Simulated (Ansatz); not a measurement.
## Cu under pressure: fit and missing row

Cu, I4/mmm, a = 2.951 Å, c = 2.759 Å. This isn't the element's structure at ambient conditions. Ansatz: PBE, PAW, 420 eV, Γ-centred 20×20×20 mesh on 1 atom, Gaussian smearing 0.10 eV; no spin polarisation. Cell and atoms are relaxed at each pressure, and no other structure is tried, so the rows at high pressure may lie past a change of phase.

```
V (Å³/atom) P (GPa)
          ?    60.01
     10.343    29.98
     11.009    14.99
     11.415     7.99
     11.767     2.98
     12.014    -0.04
     12.288    -2.98
```

**Question.** Take V0 = 12.014 Å³/atom, count pressures from its P0 = -0.04 GPa, fit the third-order Birch–Murnaghan form to the other rows, and predict the missing volume.

**Answer.** With the Eulerian strain f = ½[(V0/V)^(2/3) − 1] and y = (P − P0)/[3f(1 + 2f)^(5/2)], the form is the line y = B0 + 1.5 B0 (B0′ − 4) f. Rows (f, y): 0.05250, 148.5; 0.02998, 144.5; 0.01734, 141.8; 0.00697, 139.5; -0.00746, 136.4. Means f = 0.01987, y = 142.14; Σ(Δf)² = 0.002087, ΣΔfΔy = 0.4232; the slope is their ratio. y = 138.1 + 202.8 f GPa, so B0 = 138.1 GPa and B0′ = 4 + 2 × (202.8)/(3 × 138.1) = 4.98. P = 60.01 GPa is met at f = 0.08637 (y = 155.62), so V = V0 (1 + 2f)^(−3/2) = 9.460 Å³/atom. The run gave 9.459 Å³/atom, so the fit is 0.001 Å³/atom too high, within the rms miss on the fitted rows (0.001 Å³/atom). The form still works here, 91 % of the fitted range beyond its end.

The mesh isn't the same in all rows (20×20×20, 22×22×22).